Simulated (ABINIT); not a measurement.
# C (P1) in ABINIT: single point with LDA

Aim: the single point of C with LDA.

Program: ABINIT 10.8.3 (patched build). These are calculated values, not measurements. Logs are shortened: lines on timing, memory, paths and dates and some standing lists are left out, and cuts for length are marked. The log counts tension as positive stress, the text compression.

### Step 1. The crystal as given

The typed cell holds 4 atoms: a = 2.522 Å, b = 2.522 Å, c = 4.368 Å, α = 73.22°, β = 73.22°, γ = 60.00°.

This isn't the form of C at room conditions, which is graphite.

### Step 2. Single point, LDA

File run.abi:

```
pp_dirpath "./"
pseudos "C.upf"

acell 3*1.0
rprim
     0.0000000000    -3.3701375707    -3.3701375707
    -3.3701375707     0.0000000000    -3.3701375707
     3.3701375707     3.3701375707    -6.7402751413
ntypat 1
znucl 6
natom 4
typat 1 1 1 1
xcart
    -0.1134901915    -0.0426413059   -10.2481412362
    -0.0955049132     0.2794864861    -3.2806444100
     1.9119991555     1.6152281101    -8.5649537291
    -1.7030040846    -1.8520733239    -8.2374986932
chkprim 0
chksymtnons 0
tolsym 1.0e-6

ecut 843.552974 eV

kptopt 1
ngkpt 9 9 5
nshiftk 1
shiftk 0.0 0.0 0.0

ixc 7

nband 12
occopt 3
tsmear 0.00183747

nstep 100
tolvrs 1.0e-10

iomode 3
prtwf 0
prtden 0
prteig 0
prtebands 0
enunit 1
```

Potentials or basis: PseudoDojo NC SR LDA v0.4.1 standard.

The run is started by

```sh
abinit run.abi > log 2>&1
```

run.abo:

```text
.Version 10.8.3 of ABINIT
 Symmetries : space group P1 (#  1); Bravais aP (primitive triclinic)
================================================================================
 Values of the parameters that define the memory need of the present run
     intxc =       0    ionmov =       0      iscf =       7    lmnmax =       4
     lnmax =       4     mgfft =      45  mpssoang =       2    mqgrid =    3001
     natom =       4  nloc_mem =       1    nspden =       1   nspinor =       1
    nsppol =       1      nsym =       1    n1xccc =    2501    ntypat =       1
    occopt =       3   xclevel =       1
       mpw =        1283          nfft =       25920          nkpt =         203
================================================================================
================================================================================

--------------------------------------------------------------------------------
------------- Echo of variables that govern the present computation ------------
--------------------------------------------------------------------------------
 -outvars: echo values of preprocessed input variables --------
            acell      1.0000000000E+00  1.0000000000E+00  1.0000000000E+00 Bohr
              amu      1.20110000E+01
          chkprim           0
      chksymtnons           0
             ecut      3.10000000E+01 Hartree
           enunit           1
                       outvar_i_n : Printing only first  50 k-points.
              ixc           7
                       outvar_i_n : Printing only first  50 k-points.
         kptrlatt        9    0    0      0    9    0      0    0    5
          kptrlen      4.12755871E+01
            natom           4
            nband          12
            ngfft          24      24      45
             nkpt         203
            nstep         100
             nsym           1
           ntypat           1
                       prtocc : prtvol=0, do not print more k-points.
           occopt           3
           prtden           0
        prtebands           0
           prteig           0
            prtwf           0
            rprim      0.0000000000E+00 -3.3701375707E+00 -3.3701375707E+00
                      -3.3701375707E+00  0.0000000000E+00 -3.3701375707E+00
                       3.3701375707E+00  3.3701375707E+00 -6.7402751413E+00
          spgroup           1
           tolsym      1.00000000E-06
           tolvrs      1.00000000E-10
           tsmear      1.83747000E-03 Hartree
            typat      1  1  1  1
                       outvars : Printing only first  50 k-points.
           xangst     -6.0056422962E-02 -2.2564807310E-02 -5.4230827926E+00
                      -5.0539023560E-02  1.4789787910E-01 -1.7360422577E+00
                       1.0117863797E+00  8.5474190569E-01 -4.5323783228E+00
                      -9.0119095103E-01 -9.8007499526E-01 -4.3590965803E+00
            xcart     -1.1349019150E-01 -4.2641305900E-02 -1.0248141236E+01
                      -9.5504913200E-02  2.7948648610E-01 -3.2806444100E+00
                       1.9119991555E+00  1.6152281101E+00 -8.5649537291E+00
                      -1.7030040846E+00 -1.8520733239E+00 -8.2374986932E+00
             xred      7.6128753999E-01  7.8231008999E-01  7.4863485000E-01
                       1.7407894999E-01  2.8534782001E-01  2.5700924000E-01
                       4.1773284000E-01  3.2967381001E-01  8.9700944999E-01
                       8.9690066998E-01  8.5266828000E-01  3.4734645000E-01
            znucl        6.00000

================================================================================

 chkinp: Checking input parameters for consistency.

================================================================================
== DATASET  1 ==================================================================

--- !DatasetInfo
iteration_state: {dtset: 1, }
dimensions: {natom: 4, nkpt: 203, mband: 12, nsppol: 1, nspinor: 1, nspden: 1, mpw: 1283, }
cutoff_energies: {ecut:  31.0, pawecutdg:  -1.0, }
electrons: {nelect:   1.60000000E+01, charge:   0.00000000E+00, occopt:   3.00000000E+00, tsmear:   1.83747000E-03, }
meta: {optdriver: 0, ionmov: 0, optcell: 0, iscf: 7, paral_kgb: 0, }
...

 Exchange-correlation functional for the present dataset will be:
  LDA: Perdew-Wang 92 LSD fit to Ceperley-Alder data - ixc=7
  J.P.Perdew and Y.Wang, PRB 45, 13244 (1992)

 Real(R)+Recip(G) space primitive vectors, cartesian coordinates (Bohr,Bohr^-1):
 R(1)=  0.0000000 -3.3701376 -3.3701376  G(1)=  0.0741809 -0.2225428 -0.0741809
 R(2)= -3.3701376  0.0000000 -3.3701376  G(2)= -0.2225428  0.0741809 -0.0741809
 R(3)=  3.3701376  3.3701376 -6.7402751  G(3)=  0.0741809  0.0741809 -0.0741809
 Unit cell volume ucvol=  1.5310976E+02 bohr^3
 Angles (23,13,12)=  7.32213451E+01  7.32213451E+01  6.00000000E+01 degrees

 getcut: wavevector=  0.0000  0.0000  0.0000  ngfft=  24  24  45
         ecut(hartree)=     31.000   => boxcut(ratio)=   2.00911

--- Pseudopotential description ------------------------------------------------
- pspini: atom type   1  psp file is ./C.upf
12 -1012 1 -1 1234                            pspcod,pspxc,lmax,lloc,mmax
     nproj     2     2

   2.78465922E+02                                ecore*ucvol(ha*bohr**3)
--------------------------------------------------------------------------------

================================================================================

--- !BeginCycle
iteration_state: {dtset: 1, }
solver: {iscf: 7, nstep: 100, nline: 4, wfoptalg: 0, }
tolerances: {tolvrs: 1.00E-10, }
...

     iter   Etot(hartree)      deltaE(h)  residm     vres2
 ETOT  1  -24.015211967002    -2.402E+01 9.378E-02 8.345E+01
 ETOT  2  -24.049546687373    -3.433E-02 1.754E-02 4.209E+00
 ETOT  3  -24.049990022407    -4.433E-04 4.481E-03 2.070E+00
 ETOT  4  -24.050504861691    -5.148E-04 3.085E-03 1.997E-02
 ETOT  5  -24.050510321682    -5.460E-06 5.423E-03 4.767E-03
 ETOT  6  -24.050512699952    -2.378E-06 5.972E-03 1.535E-04
 ETOT  7  -24.050512727686    -2.773E-08 4.633E-03 5.295E-07
 ETOT  8  -24.050512727804    -1.179E-10 1.538E-03 1.146E-07
 ETOT  9  -24.050512727819    -1.470E-11 7.183E-04 8.574E-10
 ETOT 10  -24.050512727819    -7.461E-14 3.715E-04 1.077E-11

 At SCF step   10       vres2   =  1.08E-11 < tolvrs=  1.00E-10 =>converged.

 Cartesian components of stress tensor (hartree/bohr^3)
  sigma(1 1)= -1.63817609E-05  sigma(3 2)=  2.01283606E-04
  sigma(2 2)=  1.42788811E-04  sigma(3 1)= -3.45403996E-04
  sigma(3 3)= -2.43108312E-05  sigma(2 1)=  2.98902948E-04

--- !ResultsGS
iteration_state: {dtset: 1, }
comment   : Summary of ground state results
lattice_vectors:
- [  0.0000000,  -3.3701376,  -3.3701376, ]
- [ -3.3701376,   0.0000000,  -3.3701376, ]
- [  3.3701376,   3.3701376,  -6.7402751, ]
lattice_lengths: [   4.76609,    4.76609,    8.25512, ]
lattice_angles: [ 73.221,  73.221,  60.000, ] # degrees, (23, 13, 12)
lattice_volume:   1.5310976E+02
convergence: {deltae: -7.461E-14, res2:  1.077E-11, residm:  3.715E-04, diffor: null, }
etotal    :  -2.40505127E+01
entropy   :   0.00000000E+00
fermie    :   4.74143019E-01
cartesian_stress_tensor: # hartree/bohr^3
- [ -1.63817609E-05,   2.98902948E-04,  -3.45403996E-04, ]
- [  2.98902948E-04,   1.42788811E-04,   2.01283606E-04, ]
- [ -3.45403996E-04,   2.01283606E-04,  -2.43108312E-05, ]
pressure_GPa:  -1.0013E+00
xred      :
- [  7.6129E-01,   7.8231E-01,   7.4863E-01,  C]
- [  1.7408E-01,   2.8535E-01,   2.5701E-01,  C]
- [  4.1773E-01,   3.2967E-01,   8.9701E-01,  C]
- [  8.9690E-01,   8.5267E-01,   3.4735E-01,  C]
cartesian_forces: # hartree/bohr
- [  9.42552456E-02,  -2.29541125E-02,   3.84757486E-02, ]
- [  7.20008525E-02,  -1.53929478E-01,   4.56179342E-02, ]
- [ -1.34163292E-01,   1.11002169E-02,   2.11760013E-02, ]
- [ -3.20928064E-02,   1.65783374E-01,  -1.05269684E-01, ]
force_length_stats: {min:   1.04361515E-01, max:   1.98986888E-01, mean:   1.53894567E-01, }
...

 Integrated electronic density in atomic spheres:
 ------------------------------------------------
 Atom  Sphere_radius  Integrated_density
    1        2.00000          4.47898928
    2        2.00000          4.93210878
    3        2.00000          4.65303914
    4        2.00000          4.75754680
================================================================================

 ----iterations are completed or convergence reached----

 Mean square residual over all n,k,spin=   66.466E-08; max=  37.146E-05
 reduced coordinates (array xred) for    4 atoms
       0.761287539988      0.782310089992      0.748634850000
       0.174078949991      0.285347820010      0.257009239997
       0.417732839999      0.329673810012      0.897009449994
       0.896900669979      0.852668280003      0.347346449997
 rms dE/dt=  4.9189E-01; max dE/dt=  5.8359E-01; dE/dt below (all hartree)
    1       0.052310045875      0.447321711871      0.019042495748
    2      -0.365024806459      0.396391493306      0.583588158123
    3       0.108775292828     -0.380782710601      0.557471557939
    4       0.203939455455     -0.462930488907     -1.160102248069

 cartesian coordinates (angstrom) at end:
    1     -0.06005642296207    -0.02256480731012    -5.42308279263326
    2     -0.05053902356042     0.14789787909914    -1.73604225767057
    3      1.01178637966997     0.85474190569497    -4.53237832280357
    4     -0.90119095103367    -0.98007499526436    -4.35909658032742

 cartesian forces (hartree/bohr) at end:
    1      0.09425524558996    -0.02295411254939     0.03847574864075
    2      0.07200085245004    -0.15392947807773     0.04561793419389
    3     -0.13416329163286     0.01110021694833     0.02117600134283
    4     -0.03209280640714     0.16578337367879    -0.10526968417748
 frms,max,avg= 9.1295280E-02 1.6578337E-01   1.216E-09 -1.171E-10 -7.954E-10 h/b

 cartesian forces (eV/Angstrom) at end:
    1      4.84679960201129    -1.18034792517461     1.97850254414862
    2      3.70243269554976    -7.91537201367629     2.34576849183985
    3     -6.89895383986934     0.57079610530591     1.08891377066829
    4     -1.65027845769170     8.52492383354499    -5.41318480665677
 frms,max,avg= 4.6945920E+00 8.5249238E+00   6.253E-08 -6.022E-09 -4.090E-08 e/A
 length scales=  1.000000000000  1.000000000000  1.000000000000 bohr
              =  0.529177210544  0.529177210544  0.529177210544 angstroms
 Fermi (or HOMO) energy (eV) =  12.90209   Average Vxc (eV)= -13.72304
 Eigenvalues (   eV  ) for nkpt= 203  k points:
 kpt#   1, nband= 12, wtk=  0.00247, kpt=  0.0000  0.0000  0.0000 (reduced coord)
 -11.52501   -5.57955   -3.21805    4.82855    7.94094    8.94864   10.87166   12.56717
  13.26208   14.80250   15.54652   17.69116
 prteigrs : prtvol=0 or 1, do not print more k-points.

--- !EnergyTerms
iteration_state     : {dtset: 1, }
comment             : Components of total free energy in Hartree
kinetic             :  1.71066909762393E+01
hartree             :  1.98996467493629E+00
xc                  : -8.67010442644926E+00
Ewald energy        : -2.54010245982247E+01
psp_core            :  1.81873395801462E+00
local_psp           : -9.61364838270919E+00
non_local_psp       : -1.28112474141342E+00
internal            : -2.40505125396063E+01
'-kT*entropy'       : -1.88212411813059E-07
total_energy        : -2.40505127278187E+01
total_energy_eV     : -6.54447791250558E+02
band_energy         :  6.33302242088988E-01
...

 Cartesian components of stress tensor (hartree/bohr^3)
  sigma(1 1)= -1.63817609E-05  sigma(3 2)=  2.01283606E-04
  sigma(2 2)=  1.42788811E-04  sigma(3 1)= -3.45403996E-04
  sigma(3 3)= -2.43108312E-05  sigma(2 1)=  2.98902948E-04

-Cartesian components of stress tensor (GPa)         [Pressure= -1.0013E+00 GPa]
- sigma(1 1)= -4.81968045E-01  sigma(3 2)=  5.92196816E+00
- sigma(2 2)=  4.20099187E+00  sigma(3 1)= -1.01621364E+01
- sigma(3 3)= -7.15249346E-01  sigma(2 1)=  8.79402834E+00

== END DATASET(S) ==============================================================
================================================================================

 -outvars: echo values of variables after computation  --------
            acell      1.0000000000E+00  1.0000000000E+00  1.0000000000E+00 Bohr
           etotal     -2.4050512728E+01
            fcart      9.4255245590E-02 -2.2954112549E-02  3.8475748641E-02
                       7.2000852450E-02 -1.5392947808E-01  4.5617934194E-02
                      -1.3416329163E-01  1.1100216948E-02  2.1176001343E-02
                      -3.2092806407E-02  1.6578337368E-01 -1.0526968418E-01
            rprim      0.0000000000E+00 -3.3701375707E+00 -3.3701375707E+00
                      -3.3701375707E+00  0.0000000000E+00 -3.3701375707E+00
                       3.3701375707E+00  3.3701375707E+00 -6.7402751413E+00
           strten     -1.6381760876E-05  1.4278881128E-04 -2.4310831155E-05
                       2.0128360640E-04 -3.4540399615E-04  2.9890294776E-04
           xangst     -6.0056422962E-02 -2.2564807310E-02 -5.4230827926E+00
                      -5.0539023560E-02  1.4789787910E-01 -1.7360422577E+00
                       1.0117863797E+00  8.5474190569E-01 -4.5323783228E+00
                      -9.0119095103E-01 -9.8007499526E-01 -4.3590965803E+00
             xred      7.6128753999E-01  7.8231008999E-01  7.4863485000E-01
                       1.7407894999E-01  2.8534782001E-01  2.5700924000E-01
                       4.1773284000E-01  3.2967381001E-01  8.9700944999E-01
                       8.9690066998E-01  8.5266828000E-01  3.4734645000E-01
 Calculation completed.
```

It took 75 s on 1 thread of Arm Neoverse V1, shared host; peak memory 0.1 GiB.

What came out:

| Property | Result |
| --- | --- |
| Free energy | -654.4478 eV |
| Largest force | 10.232 eV/Å |
| Band gap on the k mesh | 0.69 eV, direct |
| All electrons inside the program's atomic spheres | C 4.48, 4.93, 4.65, 4.76 (radii [1.0584] Å) |

Forces in eV/Å, atoms in the order of the input:
```
C    4.847 -1.180  1.979
C    3.702 -7.915  2.346
C   -6.899  0.571  1.089
C   -1.650  8.525 -5.413
```

Levels at points of the mesh, in eV from the valence-band top:
```tsv
k point	band 6	band 7	band 8	band 9	band 10	band 11
(0.00, 0.00, 0.00)	-3.62	-1.70	0.00	0.69	2.24	2.98
```

Caveat: the cutoff is too short for stress, so the log's stress isn't used; an odd mesh through Γ misses points on the zone boundary, where band edges often lie; forces of over 1 eV/Å show positions far from the minimum, so gaps and moduli don't describe the material at rest.
